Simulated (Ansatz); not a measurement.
# AlCu3 in Ansatz: the effect of target pressure

AlCu3:

```
Cu Al
1.0
     0.00000    2.88801    2.88801
     2.88801    0.00000    2.88801
     2.88801    2.88801    0.00000
Cu Al
3 1
Direct
  0.75000 0.75000 0.75000
  0.25000 0.25000 0.25000
  0.50000 0.50000 0.50000
  0.00000 0.00000 0.00000
```

The cell comes from a database or a generator and needn't be the stable form of this composition.

Alike in all runs:

```yaml
Program: Ansatz 0.2.0
Task: relaxation of cell and atoms
Functional: PBEsol
Potentials_or_basis: all-electron LAPW, scalar-relativistic
Basis_error_allowed: 0.002 eV/atom
k_mesh: 8 × 8 × 8
Occupations: fermi-dirac, width 0.05 eV
Spin: no spin polarisation
```

Each run relaxes the cell or the atoms first.

| target pressure | relaxed volume (Å³/atom) |
| --- | --- |
| 0 GPa | 11.98 |
| 5 GPa | 11.62 |
| 10 GPa | ? |
| 20 GPa | 10.81 |
| 30 GPa | 10.40 |

Q: What does the run with target pressure 10 GPa give?

A: Relaxed volume 11.31 Å³/atom.

Worked out: In Murnaghan's law V^(-B') rises as a straight line in P. The other rows fit best with B' = 4.2, V0 = 11.98 Å³/atom and B0 = 156 GPa, which gives 11.32 Å³/atom at 10 GPa, against the run's 11.31.
